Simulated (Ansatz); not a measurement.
# Potassium, dhcp under LDA: ground state and equation of state

What does LDA give for potassium in the dhcp structure? We relax it, solve it on a dense k-mesh, then scale the cell to 7 volumes from 88 to 112 % of the relaxed one and try a fit of the equation of state. Spin polarisation is left out. The k-meshes are 8×8×2 for the relaxation; 11×11×3 for the dense run; 9×9×3 for the volumes.

Computed with Ansatz 0.2.0 (DFT LDA (PW92), plane waves (420 eV) with PAW, scalar-relativistic; PAW files made under PBE, frozen cores solved again for the functional, unless a step says otherwise).

### Step 1. The structure to begin with

The structure is hexagonal, space group P6_3/mmc (No. 194). The conventional cell has a = 4.655 Å, b = 4.655 Å, c = 15.203 Å, α = 90.00°, β = 90.00°, γ = 120.00°.

Coordinates:

```cif
data_structure
_symmetry_space_group_name_H-M 'P6_3/mmc'
_symmetry_Int_Tables_number 194
_cell_length_a 4.6549
_cell_length_b 4.6549
_cell_length_c 15.2030
_cell_angle_alpha 90.000
_cell_angle_beta 90.000
_cell_angle_gamma 120.000
_cell_volume 285.29
loop_
_atom_site_label
_atom_site_type_symbol
_atom_site_symmetry_multiplicity
_atom_site_Wyckoff_symbol
_atom_site_fract_x
_atom_site_fract_y
_atom_site_fract_z
_atom_site_occupancy
K1 K 2 a 0.00000 0.00000 0.00000 1
K2 K 2 c 0.33333 0.66667 0.25000 1
```

### Step 2. Geometry optimisation

File input.yaml:

```yaml
crystal:
  lattice:
    - [4.6549393048, 0.0, 0.0]
    - [-2.3274696524, 4.031295691, 0.0]
    - [0.0, 0.0, 15.2030317694]
  atoms:
    - { symbol: K, position: [0.0, 0.0, 0.0] }
    - { symbol: K, position: [0.0, 0.0, 0.5] }
    - { symbol: K, position: [0.3333333333, 0.6666666667, 0.25] }
    - { symbol: K, position: [0.6666666667, 0.3333333333, 0.75] }
hamiltonian:
  xc: lda
  pseudopotentials:
    kind: paw
    azcp:
      K: "pseudopotentials/K.paw.azcp"
basis:
  ecutwfc: 420
  fft_grid_basis: typed
kpoints:
  mp_grid: { grid: [8, 8, 2], shift: [0, 0, 0] }
magnetization:
  spin_polarized: false
scf:
  occupations: { method: fermi_dirac, width: 0.1 }
relax:
  max_steps: 60
  f_tol: 0.01
  cell: {}
```

Log, shortened:

```text
Warning: <dir> the record states the generating functional pbe (its physics header spells it `PBE`), which answers neither for hamiltonian.xc's functional nor for the lda family's — results may be inconsistent (PPs are generated against a specific XC)
Warning: RAYON_NUM_THREADS=2 ignored (pool sized by the plan → 2); use --threads N
[...]
Pseudopotentials: kind: paw
Pseudopotential: K, paw, valence charge 9, recommended cutoff 420 eV (normal), <dir>
Functional definition: SPW92
[...]
Crystal: 4 atoms, lattice volume = 285.292 Å³
Basis set: ecut = 420 eV, 5589 PW (Γ)
Bands: 22, of which v1, the nominal top of the filled ones, is band 18 counted from 1 (17 counted from 0)
Symmetry: 24 space group operations
Space group: P63/mmc (ITA 194), of the structure as read, at distance tolerance 6.6e-5 Å
k-points: 20 of 128
[...]
SCF iter   1: F=—  HF=-5985.023379 eV  |F-HF|=—  |Δ(HF+E_count)|=         —  Δρ=3.21e-3  dr2=9.26e-3  ethr=1.77e-3  ⟨swp⟩=6.4  Hψ=2037  notcnv=0
[...]
relax step   1: F+E_penalty+E_count = -5985.02341990 eV  Δ(F+E_penalty+E_count) = +0.000e0 eV  max|allowed force component| = 6.939e-18 eV/Å  Δτ_max = 0.0000 Å  P = -0.366 GPa  Ω = 285.292 Å³  (6 SCF iters, dr2 threshold 1.00e-7 eV, accepted)
[...]
relax step   4: F+E_penalty+E_count = -5985.05737760 eV  Δ(F+E_penalty+E_count) = -6.359e-4 eV  max|allowed force component| = 3.325e-18 eV/Å  Δτ_max = 0.0000 Å  P = -0.008 GPa  Ω = 258.566 Å³  energy of the carried Pulay correction = +3.110e-4 eV  (5 SCF iters, dr2 threshold 1.01e-8 eV, accepted)
[...]
relax step   5: F+E_penalty+E_count = -5985.05718562 eV  Δ(F+E_penalty+E_count) = +1.920e-4 eV  max|allowed force component| = 4.915e-18 eV/Å  Δτ_max = 0.0000 Å  P = -0.009 GPa  Ω = 258.566 Å³  stress off target by 1.00e-2 GPa  SCF on the basis re-selected at this cell (its energy is not [...]
SCF converged after 5 iterations
Free energy (F): -5985.057186 eV
[...]
E sigma→0 (E₀):  -5985.009652 eV
Entropy (-TS):   -0.095067 eV (-23.767 meV/atom)
Fermi energy:    2.081840 eV
[...]
--- Forces (eV/Å), atoms counted from 1 ---
  atom   1  K      0.00000000    -0.00000000     0.00000000
  atom   2  K     -0.00000000     0.00000000     0.00000000
  atom   3  K     -0.00000000     0.00000000    -0.00000000
  atom   4  K      0.00000000    -0.00000000     0.00000000
[...]
--- Stress (GPa, compression-positive) ---
       -0.008541      -0.000000      -0.000000
        0.000000      -0.008541       0.000000
       -0.000000       0.000000      -0.010014
  P = ⅓ Tr σ = -0.0090 GPa (-0.090 kbar)
--- Relaxed structure (4 steps of the walk, 4 accepted, 1 SCFs on fresh bases) ---
  F+E_penalty+E_count = -5985.05718562 eV   max|allowed force component| = 4.915e-18 eV/Å   (the final SCF, on the basis selected at the relaxed cell)
  cell:  # Å, volume = 258.5663 Å³
    - [4.5079154184555055, 1.1802580598269107e-33, 5.447344891508818e-33]
    - [-2.2539577092277527, 3.903969270494026, -2.0897531346714496e-33]
    - [2.00149069676033e-32, 2.3906694433526167e-33, 14.692296854715487]
  atoms:
    - { symbol: K, position: [-7.627587385544259e-35, -1.959499536372494e-35, -2.454643776987757e-36] }
    - { symbol: K, position: [-7.556034067896625e-35, -1.2130235225163064e-35, 0.49999999999999994] }
    - { symbol: K, position: [0.3333333333333333, 0.6666666666666667, 0.24999999999999997] }
    - { symbol: K, position: [0.6666666666666666, 0.3333333333333333, 0.7499999999999999] }
```

It took 11 s on 2 threads of an Arm CPU, shared host; peak memory 0.46 GiB.

The walk, from the log:

```tsv
step	energy change (meV/atom)	largest force (eV/Å)	pressure (GPa)	volume (Å³/atom)
1	0.00	0.0000	-0.37	71.323
2	-2.00	0.0000	-0.33	70.402
3	-8.33	0.0000	0.06	63.634
4	-8.49	0.0000	-0.01	64.642
5	-8.44	0.0000	-0.01	64.642
```

Steps that repeat a cell are solved on a basis chosen anew, so their changes of energy are no gain of the relaxation.

The cell of the run, before and after:

|  | before | after | change |
| --- | --- | --- | --- |
| a (Å) | 4.655 | 4.508 | -3.2 % |
| b (Å) | 4.655 | 4.508 | -3.2 % |
| c (Å) | 15.203 | 14.692 | -3.4 % |
| volume (Å³/atom) | 71.323 | 64.642 | -9.4 % |
| shortest distance (Å) | 4.655 | 4.502 | -3.3 % |
| space group (spins left aside) | P6_3/mmc | P6_3/mmc | same |

### Step 3. The energy on a finer k-mesh

File input.yaml:

```yaml
crystal:
  lattice:
    - [4.5079154185, 0.0, 0.0]
    - [-2.2539577092, 3.9039692705, 0.0]
    - [0.0, 0.0, 14.6922968547]
  atoms:
    - { symbol: K, position: [1.0, 1.0, 1.0] }
    - { symbol: K, position: [1.0, 1.0, 0.5] }
    - { symbol: K, position: [0.3333333333, 0.6666666667, 0.25] }
    - { symbol: K, position: [0.6666666667, 0.3333333333, 0.75] }
hamiltonian:
  xc: lda
  pseudopotentials:
    kind: paw
    azcp:
      K: "pseudopotentials/K.paw.azcp"
basis:
  ecutwfc: 420
  fft_grid_basis: typed
kpoints:
  mp_grid: { grid: [11, 11, 3], shift: [0, 0, 0] }
magnetization:
  spin_polarized: false
scf:
  occupations: { method: fermi_dirac, width: 0.1 }
```

Log, shortened:

```text
Warning: <dir> the record states the generating functional pbe (its physics header spells it `PBE`), which answers neither for hamiltonian.xc's functional nor for the lda family's — results may be inconsistent (PPs are generated against a specific XC)
Warning: RAYON_NUM_THREADS=2 ignored (pool sized by the plan → 2); use --threads N
[...]
[... 3 set-up lines as earlier in the session ...]
[...]
Crystal: 4 atoms, lattice volume = 258.566 Å³
Basis set: ecut = 420 eV, 5047 PW (Γ)
Bands: 22, of which v1, the nominal top of the filled ones, is band 18 counted from 1 (17 counted from 0)
[... 1 set-up line as earlier in the session ...]
Space group: P63/mmc (ITA 194), of the structure as read, at distance tolerance 6.4e-5 Å
k-points: 32 of 363
[...]
SCF iter   1: F=—  HF=-5985.052311 eV  |F-HF|=—  |Δ(HF+E_count)|=         —  Δρ=3.39e-3  dr2=9.19e-3  ethr=1.77e-3  ⟨swp⟩=6.5  Hψ=3385  notcnv=0
[...]
SCF iter   6: F=-5985.052142 eV  HF=-5985.052142 eV  |F-HF|=1.78e-8  |Δ(HF+E_count)|=   2.79e-7  Δρ=2.93e-6  dr2=4.81e-8  ethr=2.78e-10  ⟨swp⟩=1.0  Hψ=1624  notcnv=0
[...]
SCF converged after 6 iterations
Free energy (F): -5985.052142 eV
[...]
E sigma→0 (E₀):  -5985.001445 eV
Entropy (-TS):   -0.101395 eV (-25.349 meV/atom)
Fermi energy:    2.121058 eV
[...]
```

Run time: 2.9 s. Hardware: 2 threads of an Arm CPU, shared host; peak memory 0.45 GiB.

### Step 4. At 88 % of the relaxed volume

Edit input.yaml of step 3 so:

```diff
@@ -2,5 +2,5 @@
   lattice:
-    - [4.5079154185, 0.0, 0.0]
-    - [-2.2539577092, 3.9039692705, 0.0]
-    - [0.0, 0.0, 14.6922968547]
+    - [4.31986309, 0.0, 0.0]
+    - [-2.159931545, 3.7411111768, 0.0]
+    - [0.0, 0.0, 14.0793925791]
   atoms:
@@ -20,3 +20,3 @@
 kpoints:
-  mp_grid: { grid: [11, 11, 3], shift: [0, 0, 0] }
+  mp_grid: { grid: [9, 9, 3], shift: [0, 0, 0] }
 magnetization:
@@ -25 +25,4 @@
   occupations: { method: fermi_dirac, width: 0.1 }
+  lower_state_search: "off"
+output:
+  stress: true
```

Log, shortened:

```text
Warning: <dir> the record states the generating functional pbe (its physics header spells it `PBE`), which answers neither for hamiltonian.xc's functional nor for the lda family's — results may be inconsistent (PPs are generated against a specific XC)
Warning: RAYON_NUM_THREADS=2 ignored (pool sized by the plan → 2); use --threads N
[...]
[... 3 set-up lines as earlier in the session ...]
[...]
Crystal: 4 atoms, lattice volume = 227.538 Å³
Basis set: ecut = 420 eV, 4481 PW (Γ)
Bands: 22, of which v1, the nominal top of the filled ones, is band 18 counted from 1 (17 counted from 0)
[... 1 set-up line as earlier in the session ...]
Space group: P63/mmc (ITA 194), of the structure as read, at distance tolerance 6.1e-5 Å
k-points: 24 of 243
[...]
SCF iter   1: F=—  HF=-5984.994187 eV  |F-HF|=—  |Δ(HF+E_count)|=         —  Δρ=3.69e-3  dr2=1.01e-2  ethr=1.77e-3  ⟨swp⟩=6.6  Hψ=2693  notcnv=0
[...]
SCF iter   6: F=-5984.993436 eV  HF=-5984.993436 eV  |F-HF|=3.41e-8  |Δ(HF+E_count)|=   2.82e-7  Δρ=4.74e-6  dr2=7.83e-8  ethr=2.78e-10  ⟨swp⟩=3.0  Hψ=2093  notcnv=0
[...]
SCF converged after 6 iterations
Free energy (F): -5984.993436 eV
[...]
E sigma→0 (E₀):  -5984.945577 eV
Entropy (-TS):   -0.095718 eV (-23.930 meV/atom)
Fermi energy:    2.751361 eV
[...]
--- Stress (GPa, compression-positive) ---
        0.662245      -0.000000       0.000000
        0.000000       0.662245       0.000000
        0.000000       0.000000       0.766848
  P = ⅓ Tr σ = 0.6971 GPa (6.971 kbar)
```

Wall time 2.5 s (2 threads of an Arm CPU, shared host); peak memory 0.41 GiB.

### Step 5. At 92 % of the relaxed volume

Edit input.yaml of step 4 so:

```diff
@@ -2,5 +2,5 @@
   lattice:
-    - [4.31986309, 0.0, 0.0]
-    - [-2.159931545, 3.7411111768, 0.0]
-    - [0.0, 0.0, 14.0793925791]
+    - [4.3843481655, 0.0, 0.0]
+    - [-2.1921740828, 3.7969568904, 0.0]
+    - [0.0, 0.0, 14.2895637524]
   atoms:
```

Log, shortened:

```text
Warning: <dir> the record states the generating functional pbe (its physics header spells it `PBE`), which answers neither for hamiltonian.xc's functional nor for the lda family's — results may be inconsistent (PPs are generated against a specific XC)
Warning: RAYON_NUM_THREADS=2 ignored (pool sized by the plan → 2); use --threads N
[...]
[... 3 set-up lines as earlier in the session ...]
[...]
Crystal: 4 atoms, lattice volume = 237.881 Å³
Basis set: ecut = 420 eV, 4685 PW (Γ)
Bands: 22, of which v1, the nominal top of the filled ones, is band 18 counted from 1 (17 counted from 0)
[... 1 set-up line as earlier in the session ...]
Space group: P63/mmc (ITA 194), of the structure as read, at distance tolerance 6.2e-5 Å
k-points: 24 of 243
[...]
SCF iter   1: F=—  HF=-5985.029339 eV  |F-HF|=—  |Δ(HF+E_count)|=         —  Δρ=3.57e-3  dr2=9.45e-3  ethr=1.77e-3  ⟨swp⟩=6.7  Hψ=2608  notcnv=0
[...]
SCF iter   6: F=-5985.028978 eV  HF=-5985.028978 eV  |F-HF|=2.71e-8  |Δ(HF+E_count)|=   3.00e-7  Δρ=3.86e-6  dr2=5.85e-8  ethr=2.78e-10  ⟨swp⟩=3.0  Hψ=2060  notcnv=0
[...]
SCF converged after 6 iterations
Free energy (F): -5985.028978 eV
[...]
E sigma→0 (E₀):  -5984.980487 eV
Entropy (-TS):   -0.096981 eV (-24.245 meV/atom)
Fermi energy:    2.522851 eV
[...]
--- Stress (GPa, compression-positive) ---
        0.381817       0.000000      -0.000000
        0.000000       0.381817      -0.000000
       -0.000000      -0.000000       0.476589
  P = ⅓ Tr σ = 0.4134 GPa (4.134 kbar)
```

It took 2.5 s on 2 threads of an Arm CPU, shared host; peak memory 0.42 GiB.

[end of part 1 of 2]
